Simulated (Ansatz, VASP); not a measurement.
Two plane-wave programs on SnTe

INCAR

```
PREC     = Accurate       # precision mode
ENCUT    = 520            # plane-wave cutoff, eV
EDIFF    = 1E-6           # SCF threshold, eV
ISMEAR   = -1             # smearing method
SIGMA    = 0.05           # smearing width, eV
LREAL    = False          # projectors in reciprocal space
LASPH    = True           # aspherical terms in the spheres
NELM     = 80             # most SCF steps
ALGO     = Normal         # electronic algorithm
ISIF     = 2              # what is computed and relaxed
LWAVE    = False          # write WAVECAR
LCHARG   = False          # write CHGCAR
GGA      = PE             # functional
NBANDS   = 17             # bands
```

File KPOINTS:

```
Automatic mesh
0
Gamma
  3 3 3
```

Contents of POSCAR:

```
SnTe
1.0
    0.0000000000      3.1508500000      3.1508500000
    3.1508500000      0.0000000000      3.1508500000
    3.1508500000      3.1508500000      0.0000000000
Te Sn
1 1
Direct
    0.5000000000      0.5000000000      0.5000000000
    0.0000000000      0.0000000000      0.0000000000
```

File input.yaml:

```yaml
crystal:
  lattice:
    - [0.0, 3.15085, 3.15085]
    - [3.15085, 0.0, 3.15085]
    - [3.15085, 3.15085, 0.0]
  atoms:
    - { symbol: Te, position: [0.5, 0.5, 0.5] }
    - { symbol: Sn, position: [0.0, 0.0, 0.0] }
hamiltonian:
  xc: pbe
  pseudopotentials: { kind: paw }
kpoints:
  mp_grid: { grid: [3, 3, 3] }
scf:
  occupations: { method: fermi_dirac, width: 0.05 }
output:
  forces: true
  stress: true
  eigenvalues: true
  write_density: true
  write_potential: true
  elf: true
  volumetric_format: npy
```

Alike in both runs: task single point; functional PBE; k mesh 3 × 3 × 3; occupations fermi-dirac, width 0.05 eV; no spin polarisation.

|  | VASP | Ansatz |
| --- | --- | --- |
| version | VASP 6.6.1 | Ansatz 0.2.0 |
| potentials or method | VASP PAW PBE potentials, release 64 (Te, Sn_d) | Ansatz PAW |
| plane-wave cutoff (eV) | 520 | 420 |
| valence electrons in the cell | 20 | 30 |

```tsv
	VASP	Ansatz	Ansatz less VASP
gap on the k mesh at the Fermi level (eV)	1.55	1.56	+0.004
least direct gap on the mesh (eV)	1.55	1.56	+0.004
pressure (GPa)	2.2	2.3	+0.03
```

The two sets of potentials don't hold the same shells in valence.

Caveats: the k mesh is coarse (spacing up to 0.58 Å⁻¹), so the values aren't converged. Spin-orbit coupling is left out, which matters for the levels of Te.
